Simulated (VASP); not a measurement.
Set up this calculation in VASP 6.6.1, as the native input.

| Quantity | Value |
| --- | --- |
| Task | band structure |
| Functional | PBEsol |
| Potentials or basis | VASP PAW PBE potentials, release 64 (Ta_pv, N) |
| Cutoff | 520 eV |
| k mesh | 7 × 7 × 4 |
| Occupations | fermi-dirac, width 0.05 eV |
| Spin | spin-orbit coupling, no magnetisation |
| Further INCAR settings | ALGO = Fast; EDIFF = 1e-06 |

The structure of TaN lies in POSCAR:

```
TaN
1.0
    2.9217699809      0.0000000000      0.0000000000
   -1.4608849905      2.5303270275      0.0000000000
    0.0000000000      0.0000000000      5.9165150000
Ta N
2 2
Direct
    0.0000000000      0.0000000000      0.5000000000
    0.0000000000      0.0000000000      0.0000000000
    0.3333333333      0.6666666667      0.2500000000
    0.6666666667      0.3333333333      0.7500000000
```

The cell comes from a database or a generator and needn't be the stable form of this composition.

These files were run (other wordings do the same):

INCAR

```
PREC = Accurate ; ENCUT = 520
EDIFF = 1E-6 ; ISMEAR = -1
SIGMA = 0.05 ; LREAL = F
LASPH = T ; NELM = 60
ALGO = Fast ; ISIF = 2
LWAVE = F ; LCHARG = F
MAGMOM = 0 0 0 0 0 0 0 0 0 0 0 0 ; LORBIT = 11
LSORBIT = T ; GGA_COMPAT = F
LMAXMIX = 4 ; GGA = PS
```

KPOINTS

```
Automatic mesh
0
Gamma
  7 7 4
```

KPOINTS_OPT

```
path GMKGALHA,LM,KH
15
line-mode
reciprocal
 0.0000000000  0.0000000000  0.0000000000  G
 0.5000000000  0.0000000000  0.0000000000  M

 0.5000000000  0.0000000000  0.0000000000  M
 0.3333333333  0.3333333333  0.0000000000  K

 0.3333333333  0.3333333333  0.0000000000  K
 0.0000000000  0.0000000000  0.0000000000  G

 0.0000000000  0.0000000000  0.0000000000  G
 0.0000000000  0.0000000000  0.5000000000  A

 0.0000000000  0.0000000000  0.5000000000  A
 0.5000000000  0.0000000000  0.5000000000  L

 0.5000000000  0.0000000000  0.5000000000  L
 0.3333333333  0.3333333333  0.5000000000  H

 0.3333333333  0.3333333333  0.5000000000  H
 0.0000000000  0.0000000000  0.5000000000  A

 0.5000000000  0.0000000000  0.5000000000  L
 0.5000000000  0.0000000000  0.0000000000  M

 0.3333333333  0.3333333333  0.0000000000  K
 0.3333333333  0.3333333333  0.5000000000  H
```

Potentials or basis: VASP PAW PBE potentials, release 64 (Ta_pv, N).

Launch:

```sh
$ cat potpaw_PBE.64/Ta_pv/POTCAR potpaw_PBE.64/N/POTCAR > POTCAR
$ mpirun -np 1 vasp_ncl > vasp.out
```

It gave:

```json
{
 "Pressure": "-9.2 GPa",
 "Valence electrons inside the program's atomic spheres": "Ta 8.99; N 3.69"
}
```

Caveat: the PAW data sets were made with another functional, which shifts forces and pressure a little.

Run time: 7.5 min on 1 thread of Intel(R) Xeon(R) Platinum 8488C (Sapphire Rapids), with other jobs on the host, peak memory 0.34 GiB.
